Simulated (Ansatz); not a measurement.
**SnO2 (Pnnm), one atom moved along a line**

All numbers below come from Ansatz, DFT r2SCAN, scalar-relativistic, plane waves, PAW. Cutoff 500 eV, Γ-centred 6×6×8 k-points, Gaussian smearing of 0.05 eV. No spin polarisation. Energies are free energies at this smearing, counted from the undisturbed cell; pressure is positive in compression.

The starting cell (as given, not relaxed at this level; it stands at -8.2 GPa):

```
CELL_PARAMETERS angstrom
4.78800 0.00000 0.00000
0.00000 4.86658 0.00000
0.00000 0.00000 3.24090
ATOMIC_POSITIONS crystal
Sn 0.50000 0.50000 0.50000
Sn 0.00000 0.00000 0.00000
O 0.29185 0.32104 0.00000
O 0.79185 0.17896 0.50000
O 0.20814 0.82104 0.50000
O 0.70815 0.67896 0.00000
```

Atom 3 (O) is moved by x along the Cartesian unit vector (0.577, 0.577, 0.577); the cell and all other atoms stay fixed. At -8 GPa the given cell is far from its own equilibrium, so these figures belong to a strongly strained crystal.

```tsv
x (Å)	ΔE (meV/cell)
-0.4500	1813.4
-0.3000	765.2
-0.1500	191.8
0.0000	0.0
0.0750	46.1
0.1500	202.5
0.2250	493.9
0.3000	958.7
0.3750	1652.9
0.4500	2654.6
```

**Question.** Predict the pressure (GPa) at each point.

**Answer.**
```csv
x (Å),pressure (GPa)
-0.4500,0.7
-0.3000,-5.0
-0.1500,-7.9
0.0000,-8.2
0.0750,-7.4
0.1500,-5.9
0.2250,-3.6
0.3000,-0.3
0.3750,4.2
0.4500,10.2
```